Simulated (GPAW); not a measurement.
Mg3Sb2 and the effect of the functional

```
Sb Mg
1.0
     4.58200    0.00000    0.00000
    -2.29100    3.96813    0.00000
     0.00000    0.00000    7.24400
Sb Mg
2 3
Direct
  0.66667 0.33333 0.76500
  0.33333 0.66667 0.23500
  0.00000 0.00000 0.00000
  0.66667 0.33333 0.37000
  0.33333 0.66667 0.63000
```

Kept alike: task band structure; k mesh 5 × 5 × 3; occupations fermi-dirac, width 0.05 eV; no spin polarisation. Program: GPAW, potentials by row: the program's PAW data sets (release 1.2.1) made for this functional (LDA); GPAW PAW data sets (gpaw-data 1.2.1) (PBE, r2SCAN); PAW data sets generated for this functional (PBEsol), cutoff 800 eV. The mesh is that of the run's cell of 5 atoms. No spin-orbit coupling.

| functional | band gap (eV) | pressure (GPa) |
| --- | --- | --- |
| LDA | 0.154 | -2.04 |
| PBE | 0.220 | 0.79 |
| PBEsol | 0.224 | -0.56 |
| r2SCAN | 0.636 | 0.09 |

Pressure is positive in compression; the values hold the error of the finite cutoff, so their zero can differ a little from the energy's minimum. Spin-orbit coupling, left out here, moves the band edges of heavy atoms and can close or invert small gaps. Gaps are the smaller of the mesh's and the band path's.

What does the functional change here?

The band gap runs from 0.154 (LDA) to 0.636 eV (r2SCAN). From PBE: LDA -0.066; PBEsol +0.004; r2SCAN +0.416. The pressure runs from -2.04 (LDA) to 0.79 GPa (PBE). From PBE: LDA -2.83; PBEsol -1.35; r2SCAN -0.70. A positive pressure means that the functional's own cell is larger than the one given, a negative one that it is smaller.
